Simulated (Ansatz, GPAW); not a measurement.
**HfN: 3 runs at one level of theory**

```
CELL_PARAMETERS angstrom
0.00000 2.25600 2.25600
2.25600 0.00000 2.25600
2.25600 2.25600 0.00000
ATOMIC_POSITIONS crystal
Hf 0.00000 0.00000 0.00000
N 0.50000 0.50000 0.50000
```

Alike in all runs: task band structure; functional BLYP; k mesh 10 × 10 × 10; occupations fermi-dirac, width 0.05 eV; no spin polarisation; no spin-orbit coupling. Pressure is positive in compression and, in plane waves, holds the error of the finite cutoff, which Ansatz's Pulay term estimates and takes out.

```json
{"program and potentials": "Ansatz, Ansatz PAW", "plane-wave cutoff (eV)": "420", "notes": "potentials made for PBE, which Ansatz adapts in part; 15.5 valence electrons an atom on average; Pulay term of +0.57 GPa included", "pressure (GPa)": "15.37"}
{"program and potentials": "Ansatz, all-electron LAPW, scalar-relativistic", "plane-wave cutoff (eV)": "-", "notes": "-", "pressure (GPa)": "15.53"}
{"program and potentials": "GPAW, PAW data sets generated for this functional", "plane-wave cutoff (eV)": "800", "notes": "8.5 valence electrons an atom on average", "pressure (GPa)": "13.85"}
```

The pressure spans 13.85 (GPAW, PAW data sets generated for this functional) to 15.53 GPa (Ansatz, all-electron LAPW, scalar-relativistic), with all-electron results at 15.53. Some sets were made for another functional than the one run, which can shift their rows. The cell lies far from this level's equilibrium.

The functional is the same throughout but for its coding, so the spread measures potentials, basis and numerics; runs on potential files found faulty are left out.
